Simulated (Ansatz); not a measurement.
Nb:

```xyz
1
Lattice="0.0000 2.1150 2.1150 2.1150 0.0000 2.1150 2.1150 2.1150 0.0000" Properties=species:S:1:pos:R:3 pbc="T T T"
Nb    0.0000    0.0000    0.0000
```

This isn't the form of Nb at room conditions, which is bcc.

Base run:

```yaml
Program: Ansatz 0.2.0
Functional: PBEsol
Potentials_or_basis: all-electron LAPW, non-relativistic
Cutoff: 201 eV (chosen from the basis error)
Basis_error_allowed: 0.001 eV/atom
k_mesh: 11 × 11 × 11
Occupations: fermi-dirac, width 0.05 eV
Spin: no spin polarisation
```

Its results: pressure -6.4 GPa.

Q: The run is repeated on the same cell with these changes: potentials or basis from all-electron LAPW, non-relativistic to all-electron LAPW, scalar-relativistic; k mesh from 11 × 11 × 11 to 8 × 8 × 8. What comes out?

A: Pressure -7.3 GPa.

Caveats: relativity is left out, which matters for the heavier elements (some runs); the k mesh is thin for a metal, which can move the energy by tens of meV per atom (some runs).
